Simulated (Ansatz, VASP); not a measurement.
# InP (InP(110)) in two plane-wave programs, part 2 of 3

One calculation is typed for both programs; each brings its own data sets and cutoff. How far apart do they land?  The structure shown is the end of the VASP relaxation below.

VASP 6.6.1 and Ansatz 0.2.0.

So far: The starting structure; VASP: relaxation, PBE.

### 3. Ansatz: single point, PBE

Level of this step: Ansatz beside VASP: Kohn-Sham DFT, plane waves, PBE (Ansatz).

Ansatz runs on its default PAW (the set named soft_2) files.

The same cell, functional, mesh and smearing now go to Ansatz, which takes its cutoff from its data sets.

File input.yaml:

```yaml
crystal:
  lattice:
    - [4.24178344, 0.0, 0.0]
    - [0.0, 5.99878767, 0.0]
    - [0.0, 0.0, 32.96713378]
  atoms:
    - { symbol: In, position: [0.0, 0.05819523, 0.25596759] }
    - { symbol: In, position: [0.5, 0.48710266, 0.30365434] }
    - { symbol: In, position: [0.0, 0.99032406, 0.37212083] }
    - { symbol: In, position: [0.5, 0.48784383, 0.43509038] }
    - { symbol: In, position: [0.0, 0.99065661, 0.5] }
    - { symbol: In, position: [0.5, 0.48784383, 0.56490962] }
    - { symbol: In, position: [0.0, 0.99032406, 0.62787917] }
    - { symbol: In, position: [0.5, 0.48710266, 0.69634566] }
    - { symbol: In, position: [0.0, 0.05819523, 0.74403241] }
    - { symbol: P, position: [0.0, 0.73753672, 0.30741485] }
    - { symbol: P, position: [0.5, 0.26755811, 0.23535488] }
    - { symbol: P, position: [0.0, 0.7385592, 0.43592404] }
    - { symbol: P, position: [0.5, 0.24241369, 0.37003651] }
    - { symbol: P, position: [0.0, 0.7385592, 0.56407596] }
    - { symbol: P, position: [0.5, 0.24027638, 0.5] }
    - { symbol: P, position: [0.0, 0.73753672, 0.69258515] }
    - { symbol: P, position: [0.5, 0.24241369, 0.62996349] }
    - { symbol: P, position: [0.5, 0.26755811, 0.76464512] }
hamiltonian:
  xc: pbe
  pseudopotentials: { kind: paw }
kpoints:
  mp_grid: { grid: [6, 4, 1] }
scf:
  occupations: { method: gaussian, width: 0.03 }
  n_extra_bands: 8
efield:
  axis: 3
  dipole_correction: true
  ramp_width: 0.04
output:
  forces: true
  eigenvalues: true
```

Started as:

```bash
ansatz run input.yaml --threads 8 --pin off --max-ram 18432MiB --backend cpu --events-out ev --progress --plain --runs-dir out
```

Numbers of over 12 decimals in the logs are rounded to 6 here.

The program printed:

```text
scf.n_extra_bands = 8 over 81 filled bands (N_el = 162.0): the run solves 89 bands
Engine: ansatz 0.2.0, aarch64-unknown-linux-gnu
Pseudopotentials: kind: paw
Pseudopotential: In, paw, valence charge 13, recommended cutoff 420 eV (normal), In.paw.azcp
Pseudopotential: P, paw, valence charge 5, recommended cutoff 420 eV (normal), P.paw.azcp
Functional definition: PBE
  parameter kappa = 0.804
  parameter beta = 0.066725
  exchange = pbe_x(kappa = kappa, mu = beta*pi^2/3)
  correlation = pbe_c(beta = beta)
Crystal: 18 atoms, lattice volume = 838.867 Å³
Basis set: ecut = 420 eV, 16365 PW (Γ), exchange–correlation on 60×90×450 points (8 copies of the dense FFT grid, shifted against one another)
Bands: 89, of which v1, the nominal top of the filled ones, is band 81 counted from 1 (80 counted from 0)
Symmetry: 2 space group operations
k-points: 12 of 24 (time reversal used)
Non-local potential: In, projectors of the file, l = 0: 2, l = 1: 2, l = 2: 2, l = 3: 2
Non-local potential: P, projectors of the file, l = 0: 2, l = 1: 2, l = 2: 2
PAW form: soft (Blöchl's): semilocal exchange-correlation on the pseudo side does not see the compensation charge
PAW one-centre angular grid: In, 590 points (default); XC on 64 Gauss nodes
PAW one-centre angular grid: P, 110 points (default); XC on 64 Gauss nodes
Initial density: superposition of atomic densities (neutral atoms: chi_scale 0, normalization atom), corrected by the library's trained network
Initial wavefunctions: pseudopotential atomic-orbital guess
Functional: x = pbe(κ = 0.804, μ = 0.219515), c = pbe(β = 0.066725)
SCF iter   1: F=—  HF=-57184.170181 eV  |F-HF|=—  |Δ(HF+E_count)|=         —  Δρ=1.62e-3  dr2=7.69e-2  ethr=1.77e-3  p=0.000 e·Å  D=4.70e-14 V/Å  ΔV_dip=-0.00 eV  dr2_dipole=8.52e-8  V_vac-E_F(+/−)=4.80/4.80 eV  ⟨swp⟩=8.5  Hψ=5216  notcnv=0
efield: sawtooth ramp at fractional position 0.9800 (placed from the atoms, in the widest stretch of the axis that holds none; the zero of the levels goes with the place), width 0.0400; the density the first Hamiltonian is built on has a dipole p = 0.000 e·Å; the dipole correction subtracts the counter field D = 4.70e-14 V/Å, which shifts the + side's vacuum level by -0.00 eV against the − side's; the planar-averaged density in the ramp window peaks in size at 1.0e-5 e/Å³
preconditioner: auto → Resta (q_TF=auto, 2.074 Å⁻¹)  ε∞=2.8  [insulator: Δε(μ)=0.716 eV  Ē_g=12.013 eV  σ=0.030 eV  W_gap=1.00  n_scr=132 (ndim 8)  ℏωp=16.3 eV  f_vac=0.405  D(μ)=0.00/eV (n_scr^D=0)  ε∞_Penn≈2.8  vacuum switching on, ρ_ref=1.0e-2 e/Å³]
SCF iter   2: F=—  HF=-57184.165101 eV  |F-HF|=—  |Δ(HF+E_count)|=   5.08e-3  Δρ=8.78e-4  dr2=4.88e-2  ethr=4.74e-5  p=0.000 e·Å  D=3.71e-5 V/Å  ΔV_dip=-0.00 eV  dr2_dipole=3.81e-7  V_vac-E_F(+/−)=4.94/4.94 eV  ⟨swp⟩=3.6  Hψ=2423  notcnv=0  defer=26
SCF iter   3: F=—  HF=-57184.161268 eV  |F-HF|=—  |Δ(HF+E_count)|=   3.83e-3  Δρ=5.04e-4  dr2=5.61e-3  ethr=3.01e-5  p=-0.000 e·Å  D=-1.31e-5 V/Å  ΔV_dip=0.00 eV  dr2_dipole=6.49e-8  V_vac-E_F(+/−)=4.81/4.81 eV  ⟨swp⟩=2.8  Hψ=1340  notcnv=0  defer=26
SCF iter   4: F=—  HF=-57184.161931 eV  |F-HF|=—  |Δ(HF+E_count)|=   6.63e-4  Δρ=2.11e-4  dr2=9.32e-4  ethr=3.46e-6  p=0.000 e·Å  D=1.69e-5 V/Å  ΔV_dip=-0.00 eV  dr2_dipole=1.07e-7  V_vac-E_F(+/−)=4.80/4.80 eV  ⟨swp⟩=2.2  Hψ=1277  notcnv=0  defer=26
SCF iter   5: F=—  HF=-57184.162189 eV  |F-HF|=—  |Δ(HF+E_count)|=   2.58e-4  Δρ=8.50e-5  dr2=1.88e-4  ethr=5.75e-7  p=-0.000 e·Å  D=-3.20e-5 V/Å  ΔV_dip=0.00 eV  dr2_dipole=3.64e-7  V_vac-E_F(+/−)=4.80/4.79 eV  ⟨swp⟩=2.1  Hψ=1439  notcnv=0  defer=26
SCF iter   6: F=—  HF=-57184.162253 eV  |F-HF|=—  |Δ(HF+E_count)|=   6.39e-5  Δρ=2.97e-5  dr2=1.19e-5  ethr=1.16e-7  p=0.000 e·Å  D=4.70e-5 V/Å  ΔV_dip=-0.00 eV  dr2_dipole=7.79e-7  V_vac-E_F(+/−)=4.79/4.79 eV  ⟨swp⟩=2.2  Hψ=1455  notcnv=0  defer=26
SCF iter   7: F=—  HF=-57184.162053 eV  |F-HF|=—  |Δ(HF+E_count)|=   2.00e-4  Δρ=1.14e-5  dr2=6.91e-6  ethr=7.32e-9  p=-0.001 e·Å  D=-1.39e-4 V/Å  ΔV_dip=0.00 eV  dr2_dipole=6.38e-6  V_vac-E_F(+/−)=4.80/4.79 eV  ⟨swp⟩=2.8  Hψ=2062  notcnv=0  defer=26
SCF iter   8: F=—  HF=-57184.162053 eV  |F-HF|=—  |Δ(HF+E_count)|=   8.00e-7  Δρ=6.21e-6  dr2=1.91e-6  ethr=4.27e-9  p=0.000 e·Å  D=7.21e-5 V/Å  ΔV_dip=-0.00 eV  dr2_dipole=1.67e-6  V_vac-E_F(+/−)=4.79/4.79 eV  ⟨swp⟩=2.0  Hψ=1273  notcnv=0  defer=26
SCF iter   9: F=—  HF=-57184.162054 eV  |F-HF|=—  |Δ(HF+E_count)|=   2.41e-7  Δρ=2.63e-6  dr2=1.73e-7  ethr=1.18e-9  p=0.000 e·Å  D=1.81e-5 V/Å  ΔV_dip=-0.00 eV  dr2_dipole=1.04e-7  V_vac-E_F(+/−)=4.79/4.79 eV  ⟨swp⟩=2.0  Hψ=1291  notcnv=0  defer=26
SCF iter  10: F=-57184.162054 eV  HF=-57184.162054 eV  |F-HF|=8.73e-11  |Δ(HF+E_count)|=   1.04e-7  Δρ=7.95e-7  dr2=1.22e-8  ethr=6.17e-11  p=0.000 e·Å  D=4.44e-6 V/Å  ΔV_dip=-0.00 eV  dr2_dipole=6.05e-9  V_vac-E_F(+/−)=4.79/4.79 eV  ⟨swp⟩=12.8  Hψ=5419  notcnv=0
SCF 1 converged in 10 iterations: F = -57184.162054 eV  dr2 = 1.22e-8
  greatest PAW one-centre occupation: 0.982 electrons in one spin orbital (limit 2), on the In atom at site 0 (counted from 0), in its partial waves of l = 2
SCF converged after 10 iterations
Free energy (F): -57184.162054 eV
Harris-Foulkes:  -57184.162054 eV  (|F-HF|=8.73e-11)
Internal energy: -57184.162054 eV  (E = F + TS)
E sigma→0 (E₀):  -57184.162054 eV
Fermi energy:    1.762785 eV
Dipole field:    D = -0.000047 V/Å  (p = -0.000216 e·Å, saw-weighted, corrected)
Work function:   Φ+ = 4.7939 eV   Φ− = 4.7923 eV
Levels:          The Fermi level and band energies are counted from a zero that moves with the ramp; work functions are not
--- Per-component energies (eV) ---
  E_band       = -1347.127688
  E_kinetic    = 2798.827514
  E_local      = -107646.992684  (includes V_loc(G=0)·N_el)
  E_nonlocal   = 3610.259563
  E_hartree    = 52060.651522
  E_xc         = -2479.517305
  E_vxc        = -1425.129445  (∫ρ·V_xc dr)
  E_paw        = -42523.004107  (= ΣΔE_a)
  E_vpaw       = -2805.398477  (= ΣTr[D̂ρ^β])
  E_aug_tail   = 0.000256  (compensation charges beyond the density's cutoff)
  E_efield     = 0.000000  (sawtooth field / dipole correction)
  E_vefield    = 0.000000  (∫n·V_field dr)
  E_ewald      = 36995.613187
  E_smearing   = -0.000000  (= −TS)
  E_closure    = -0.000000  (closes the sum)
  Σ components = -57184.162054   (vs F -57184.162054, Δ=0.00e0)
--- Forces (eV/Å), atoms counted from 1 ---
  atom   1  In     0.00000000     0.02764875     0.03080401
  atom   2  In    -0.00000000     0.01679686     0.01306998
  atom   3  In    -0.00000000    -0.00147415     0.00994441
  atom   4  In     0.00000000     0.01084034    -0.01134447
  atom   5  In     0.00000000    -0.02650331    -0.00001632
  atom   6  In     0.00000000     0.01084364     0.01130909
  atom   7  In    -0.00000000    -0.00147102    -0.00998323
  atom   8  In    -0.00000000     0.01679438    -0.01310474
  atom   9  In     0.00000000     0.02762917    -0.03081461
  atom  10  P     -0.00000000     0.00940166     0.00035567
  atom  11  P      0.00000000    -0.05218782     0.13472046
  atom  12  P      0.00000000     0.00432144    -0.00423976
  atom  13  P      0.00000000    -0.00479640     0.03240583
  atom  14  P      0.00000000     0.00432038     0.00427558
  atom  15  P      0.00000000     0.00542256     0.00001781
  atom  16  P     -0.00000000     0.00940486    -0.00030913
  atom  17  P     -0.00000000    -0.00479724    -0.03235725
  atom  18  P     -0.00000000    -0.05219531    -0.13470541
  max |Σ_I F_I| component: 2.79e-5 eV/Å
--- Band table (eV; the first three rows and the last of 12) ---
  k-point 0: bands = [... 77 lower, 1.2063, 1.2315, 1.3015, 1.3810, 2.1446, 2.7703, 3.2355, 3.3202, ... 4 higher]
  k-point 1: bands = [... 77 lower, 0.9529, 0.9565, 1.0378, 1.0483, 2.9869, 3.0064, 3.1591, 3.1601, ... 4 higher]
  k-point 2: bands = [... 77 lower, 0.5528, 0.5817, 0.7432, 0.7539, 2.7833, 2.8586, 3.0513, 3.1490, ... 4 higher]
  k-point 11: bands = [... 77 lower, 0.3633, 0.4594, 0.7149, 0.8011, 2.6597, 3.0709, 3.1236, 3.9365, ... 4 higher]
```

Elapsed: 34 s, on 8 threads of Arm Neoverse N1, shared host; peak memory 3 GiB; 4.4 min of CPU time.

### 4. Side by side

Known differences besides the PAW data sets themselves: the data sets hold 162 valence electrons in Ansatz (default PAW (the set named soft_2) files) and 72 in VASP; the cutoff is 420 eV in Ansatz and 320 eV in VASP (PREC = Normal, projectors in real space); VASP leaves aspherical gradient terms in its spheres out (LASPH is not set), Ansatz keeps them. Total energies have different zeros and are not compared.

Compared:

```
              quantity  Ansatz   VASP  difference
gap on the k mesh (eV)   0.764  0.799      -0.035
```

At this near-relaxed geometry the largest component of a force difference is 160 meV/Å.

### 5. Further runs

The difference is large enough to ask for its cause, so further runs change the set-up of one program at a time, as the table lists.

```
                                       run  r.m.s. force difference (meV/Å)
                                  as above                               35
   Ansatz's larger PAW set (cutoff 620 eV)                               35
norm-conserving potentials (cutoff 952 eV)                               33
```

### 6. VASP: band structure, PBE

The same path points are solved in both programs, so levels can be compared one by one.

File INCAR:

```
SYSTEM = InP
PREC = Normal
ENCUT = 320
EDIFF = 1E-06
NELM = 120
ISMEAR = 0
SIGMA = 0.03
LREAL = Auto
ALGO = Fast
GGA = PE
NBANDS = 54
LORBIT = 11
LWAVE = .FALSE.
LCHARG = .TRUE.
KPAR = 2
IDIPOL = 3
LDIPOL = .TRUE.
DIPOL = 0.5 0.5 0.5
LVHAR = .TRUE.
LVACPOTAV = .TRUE.
NEDOS = 1500
```

File POSCAR:

```
InP
1.0
    4.2417834439      0.0000000000      0.0000000000
    0.0000000000      5.9987876750      0.0000000000
    0.0000000000      0.0000000000     32.9671337756
In P
9 9
Direct
    0.0000000000      0.0581952317      0.2559675902
    0.5000000000      0.4871026643      0.3036543447
    0.0000000000      0.9903240628      0.3721208259
    0.5000000000      0.4878438298      0.4350903789
    0.0000000000      0.9906566124      0.5000000000
    0.5000000000      0.4878438298      0.5649096211
    0.0000000000      0.9903240628      0.6278791741
    0.5000000000      0.4871026643      0.6963456553
    0.0000000000      0.0581952317      0.7440324098
    0.0000000000      0.7375367198      0.3074148473
    0.5000000000      0.2675581080      0.2353548805
    0.0000000000      0.7385592013      0.4359240415
    0.5000000000      0.2424136875      0.3700365093
    0.0000000000      0.7385592013      0.5640759585
    0.5000000000      0.2402763771      0.5000000000
    0.0000000000      0.7375367198      0.6925851527
    0.5000000000      0.2424136875      0.6299634907
    0.5000000000      0.2675581080      0.7646451195
```

File KPOINTS:

```
Automatic mesh
0
Gamma
6 4 1
0 0 0
```

File KPOINTS_OPT:

```
Line mode
14
Line-mode
Reciprocal
  0.00000000   0.00000000   0.00000000 GAMMA
  0.50000000   0.00000000   0.00000000 X

  0.50000000   0.00000000   0.00000000 X
  0.50000000   0.50000000   0.00000000 S

  0.50000000   0.50000000   0.00000000 S
  0.00000000   0.50000000   0.00000000 Y

  0.00000000   0.50000000   0.00000000 Y
  0.00000000   0.00000000   0.00000000 GAMMA

  0.00000000   0.00000000   0.00000000 GAMMA
  0.50000000   0.50000000   0.00000000 S
```

The projector-augmented-wave data sets are In and P (PBE family, release 64).

Started as:

```bash
mpirun -np 4 vasp_std
```

The program printed:

```text
[banner, memory and clock lines left out]
running    4 mpi-ranks, on    1 nodes
[...]
LDA part: xc-table for (Slater+PW92), standard interpolation
 POSCAR, INCAR and KPOINTS ok, starting setup
[...]
entering main loop
       N       E                     dE             d eps       ncg     rms          rms(c)
DAV:   1     0.305112053078E+03    0.30511E+03   -0.17830E+04  1296   0.673E+02
DAV:   2    -0.368795518619E+02   -0.34199E+03   -0.33064E+03  1728   0.147E+02
DAV:   3    -0.755876249538E+02   -0.38708E+02   -0.38258E+02  1578   0.511E+01
DAV:   4    -0.773013719338E+02   -0.17137E+01   -0.17068E+01  1768   0.125E+01
[...]
RMM:  26    -0.732720722678E+02   -0.46881E-05   -0.45393E-07   983   0.141E-03    0.471E-04
RMM:  27    -0.732720751868E+02   -0.29190E-05   -0.58280E-08   568   0.686E-04    0.812E-04
RMM:  28    -0.732720761314E+02   -0.94466E-06   -0.47314E-08   516   0.709E-04
|                                                                             |
[...]
|     workfunction values.                                                    |
|                                                                             |

   1 F= -.73272076E+02 E0= -.73272076E+02  d E =-.811957E-12
 Start KPOINTS_OPT (optional k-point list driver)
k-point batch [1-12\70]
       N       E                     dE             ncg
DAV:   1     0.450682421782E+03   -0.60810E+04     1296
DAV:   2    -0.348975957308E+04   -0.39404E+04     1728
DAV:   3    -0.393969061909E+04   -0.44993E+03     1554
DAV:   4    -0.395939487950E+04   -0.19704E+02     1816
[...]
DAV:   8    -0.396003017929E+04   -0.76586E-04     1808
DAV:   9    -0.396003018202E+04   -0.27322E-05     1312
DAV:  10    -0.396003018220E+04   -0.17945E-06     1064
[...]
k-point batch [61-70\70]
       N       E                     dE             ncg
DAV:   1     0.464732897542E+03   -0.11192E+05     1080
DAV:   2    -0.273952683104E+04   -0.32043E+04     1450
DAV:   3    -0.308555603098E+04   -0.34603E+03     1312
DAV:   4    -0.310009886472E+04   -0.14543E+02     1512
[...]
DAV:   8    -0.310060426040E+04   -0.60879E-04     1512
DAV:   9    -0.310060426264E+04   -0.22334E-05     1144
DAV:  10    -0.310060426277E+04   -0.13398E-06     1024
```

OUTCAR, selected parts (step 6):

```text
  Total       -1.7833668     -0.8468064     -0.3895304      0.0000000      0.0000000      0.0000000
  in kB       -3.4061054     -1.6173409     -0.7439756      0.0000000      0.0000000      0.0000000
  external PRESSURE =      -1.9224740 kB  Pullay stress =       0.0000000 kB

 POSITION                                       TOTAL-FORCE (eV/Angst)
 -----------------------------------------------------------------------------------
      0.00000      0.34910      8.43852        -0.000000      0.007814      0.007356
      2.12089      2.92203     10.01061        -0.000000     -0.010358      0.006732
      0.00000      5.94074     12.26776        -0.000000     -0.006541      0.000282
      2.12089      2.92647     14.34368        -0.000000      0.013362     -0.015092
      0.00000      5.94274     16.48357        -0.000000     -0.019558      0.000000
      2.12089      2.92647     18.62345        -0.000000      0.013362      0.015092
      0.00000      5.94074     20.69938        -0.000000     -0.006541     -0.000282
      2.12089      2.92203     22.95652        -0.000000     -0.010358     -0.006732
      0.00000      0.34910     24.52862        -0.000000      0.007814     -0.007356
      0.00000      4.42433     10.13459        -0.000000     -0.008844      0.007140
      2.12089      1.60502      7.75898        -0.000000      0.013322     -0.023020
      0.00000      4.43046     14.37117        -0.000000      0.002555     -0.000844
      2.12089      1.45419     12.19904         0.000000     -0.006949      0.000722
      0.00000      4.43046     18.59597        -0.000000      0.002555      0.000844
[...]
-----------------------------------------------------------------------------------
    total drift:                                0.000000      0.004786     -0.000002

  FREE ENERGIE OF THE ION-ELECTRON SYSTEM (eV)
  ---------------------------------------------------
  free  energy   TOTEN  =       -73.2720761314 eV

  energy  without entropy=      -73.2720761314  energy(sigma->0) =      -73.27207613

[... 2 parts as in an earlier step ...]

[... 1 further part left out ...]
[key lines of the parts left out:]
E-fermi :  -0.1803
```

(Continued in part 3 of 3.)

[Lines on the potential files, build, host, timing and source positions are cut from VASP's logs without a mark.]

[Logs are printed without paths, hosts, clocks, repeated set-up lines and the standing remarks that a program may print on its own settings, such as how far it seeks lower states.]

[Hosts, paths, dates, database ids (printed as entryN), source tags and the programs' standing remarks are cut or masked in the printed files.]
